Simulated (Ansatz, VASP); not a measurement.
NaCl: VASP beside Ansatz

The input POSCAR:

```
NaCl
1.0
    0.0000000000      2.8027319616      2.8027319616
    2.8027319616      0.0000000000      2.8027319616
    2.8027319616      2.8027319616      0.0000000000
Na Cl
1 1
Direct
    0.0000000000      0.0000000000      0.0000000000
    0.5000000000      0.5000000000      0.5000000000
```

File INCAR.step1:

```
  PREC = Accurate
  ENCUT = 520
  ISMEAR = 0
  SIGMA = 0.01
  LREAL = False
  LASPH = True
  NELM = 80
  NBANDS = 14
  GGA = PE
  ALGO = Normal
  EDIFF = 1E-4
  LWAVE = True
  LCHARG = False
```

File INCAR.step2:

```
  PREC = Accurate
  ENCUT = 520
  EDIFF = 1E-6
  ISMEAR = 0
  SIGMA = 0.01
  LREAL = False
  LASPH = True
  NELM = 80
  ALGO = Normal
  ISIF = 2
  LWAVE = False
  LCHARG = True
  METAGGA = R2SCAN
  LMIXTAU = True
  LELF = True
  LVHAR = True
  NBANDS = 14
  ISTART = 1
```

The input KPOINTS:

```
regular mesh
0
Gamma
  6 6 6
```

Input for Ansatz:

```yaml
crystal:
  lattice:
    - [0.0, 2.8027319616, 2.8027319616]
    - [2.8027319616, 0.0, 2.8027319616]
    - [2.8027319616, 2.8027319616, 0.0]
  atoms:
    - { symbol: Na, position: [0.0, 0.0, 0.0] }
    - { symbol: Cl, position: [0.5, 0.5, 0.5] }
kpoints:
  mp_grid: { grid: [6, 6, 6] }
hamiltonian:
  xc: r2scan
scf:
  occupations: { method: fixed }
  n_extra_bands: 4
output:
  forces: true
  stress: true
  eigenvalues: true
```

Alike in both runs: task single point; functional r2SCAN; k mesh 6 × 6 × 6; no spin polarisation.

|  | VASP | Ansatz |
| --- | --- | --- |
| version | VASP 6.6.1 | Ansatz 0.2.0 |
| potentials or method | VASP PAW PBE potentials, release 64 (Na_pv, Cl) | plane waves, PAW |
| plane-wave cutoff (eV) | 520 | 500 |
| occupations | gaussian, width 0.01 eV | fixed |
| valence electrons in the cell | 14 | 16 |

```csv
,VASP,Ansatz,Ansatz less VASP
gap on the k mesh at the Fermi level (eV),6.00,5.98,-0.023
pressure (GPa),-0.1,0.0,+0.19
```

The two sets of potentials don't hold the same shells in valence.

Caveats: the PAW data sets were made with another functional, which shifts forces and pressure a little (VASP). r2SCAN opens gaps a little over a GGA but as a rule still falls short of measured ones.
